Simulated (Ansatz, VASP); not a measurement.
# AlCu3: VASP beside Ansatz

```xyz
4
Lattice="3.7087 0.0000 0.0000 0.0000 3.7087 0.0000 0.0000 0.0000 3.7087" Properties=species:S:1:pos:R:3 pbc="T T T"
Cu    0.0000    1.8544    1.8544
Cu    1.8544    0.0000    1.8544
Cu    1.8544    1.8544    0.0000
Al    0.0000    0.0000    0.0000
```

Change from the starting cell: volume scaled by 1.06.

Alike in both runs: task single point; functional PBEsol; k mesh 7 × 7 × 7; occupations fermi-dirac, width 0.05 eV; no spin polarisation.

```csv
,VASP,Ansatz
version,VASP 6.6.1,Ansatz 0.2.0
potentials or method,"VASP PAW PBE potentials, release 64 (Cu, Al)",Ansatz PAW
plane-wave cutoff (eV),520,420
valence electrons in the cell,36,60
```

|  | VASP | Ansatz | Ansatz less VASP |
| --- | --- | --- | --- |
| gap on the k mesh at the Fermi level (eV) | none | none | - |
| pressure (GPa) | -7.8 | -8.3 | -0.52 |

A gap of «none» marks a metal or a gap that the smearing closes. With one functional, cell and mesh, what is left measures potentials, basis and numerics. The two sets of potentials don't hold the same shells in valence.

Caveats: the PAW data sets were made with another functional, which shifts forces and pressure a little (VASP); the PAW data sets come from PBE, with cores solved anew for the run's functional, which leaves a small shift of forces and pressure (Ansatz).
